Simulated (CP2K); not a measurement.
Runs of CP2K 2026.2 on MoS2. The structure is trigonal, space group R3m (No. 160). The conventional cell has a = 3.160 Å, b = 3.160 Å, c = 18.450 Å, α = 90.00°, β = 90.00°, γ = 120.00°. Mo (site symmetry 3m) is surrounded by 6 S at 2.39 Å. Around S (site symmetry 3m) lie 3 Mo at 2.39 Å. S (site symmetry 3m) is surrounded by 3 Mo at 2.39 Å. Measurements of this composition are mostly on another form, of space group No. 194.

| task | level | potentials or basis | cell | smearing | EPS_DEFAULT | NGRIDS | CUTOFF of the grids | points a segment of the path (NPOINTS) | bands added on the path | gap on the mesh (eV) | pressure (GPa) | largest force (eV/Å) |
| --- | --- | --- | --- | --- | --- | --- | --- | --- | --- | --- | --- | --- |
| single point | PBEsol | POTENTIAL_UZH Mo GTH-PBE-q14, S GTH-PBE-q6; TZVP-MOLOPT-PBE-GTH basis | as given | fermi-dirac 0.05 eV | 1.0E-10 | 5 | 450 Ry | - | - | 0.91 | 2.7 | 0.56 |
| band structure | r2SCAN | POTENTIAL_UZH Mo GTH-SCAN-q14, S GTH-SCAN-q6; TZVP-MOLOPT-SCAN-GTH basis | as given | fermi-dirac 0.0259 eV | 1.0E-10 | 5 | 675 Ry | 8 | 2 | 1.08 | 5.6 | (b) |
| band structure | LDA | GTH_POTENTIALS Mo GTH-PADE-q14, S GTH-PADE-q6; TZVP-MOLOPT-PBE-GTH basis | as given | fermi-dirac 0.05 eV | 1.0E-9 | 4 | 450 Ry | 10 | 4 | 0.89 | -1.1 | 0.40 |
| band structure | TB-mBJ | POTENTIAL_UZH Mo GTH-PBE-q14, S GTH-PBE-q6; TZVP-MOLOPT-PBE-GTH basis | as given | fermi-dirac 0.05 eV | 1.0E-10 | 4 | 675 Ry | 8 | 6 | (a) | - | - |
| single point | PBEsol | POTENTIAL_UZH Mo GTH-PBE-q14, S GTH-PBE-q6; TZVP-MOLOPT-PBE-GTH basis | atoms moved at random, drawn with an rms of 0.05 Å | fermi-dirac 0.05 eV | 1.0E-10 | 4 | 450 Ry | - | - | 0.85 | -0.8 | 1.23 |
| band structure | PBEsol | POTENTIAL_UZH Mo GTH-PBE-q14, S GTH-PBE-q6; TZVP-MOLOPT-PBE-GTH basis | as given | fermi-dirac 0.05 eV | 1.0E-10 | 5 | 450 Ry | 10 | 6 | 0.91 | 2.7 | 0.56 |

Alike in all rows: no spin polarisation; k mesh 10 × 10 × 10.

Estimate the missing entries.

(a) 1.07; (b) 0.57.

Caveats: the basis of atomic orbitals isn't converged, which shifts pressures, moduli and gaps; the potentials were made for another functional, which shifts forces and pressure (some runs); the mesh misses the band edges, which the band path finds closer together (some runs); this is a model potential without an energy functional, so only levels have meaning (some runs).

A k mesh can miss the band edges, and the runs leave out spin-orbit coupling on Mo.

Runs at the PBE level aren't shown here.
